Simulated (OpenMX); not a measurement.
The system is Ta.

```xyz
1
Lattice="-1.6513 1.6513 1.6513 1.6513 -1.6513 1.6513 1.6513 1.6513 -1.6513" Properties=species:S:1:pos:R:3 pbc="T T T"
Ta    0.0000    0.0000    0.0000
```

Base run:

```yaml
Program: OpenMX 3.8.5
Functional: PBE
Potentials_or_basis: OpenMX 2013 PBE set, Ta7.0-s3p2d2f2, grid cutoff 400 Ry
k_mesh: 11 × 11 × 11
Occupations: fermi-dirac, width 0.05 eV
Spin: no spin polarisation
```

Its results: pressure 2.3 GPa.

The run is repeated on the same cell with these changes: potentials or basis from OpenMX 2013 PBE set, Ta7.0-s3p2d2f2, grid cutoff 400 Ry to OpenMX 2013 PBE set, Ta7.0-s3p2d2, grid cutoff 400 Ry. What comes out?

Pressure 5.1 GPa.

Caveats: the basis of atomic orbitals isn't converged, which shifts pressures, moduli and gaps.
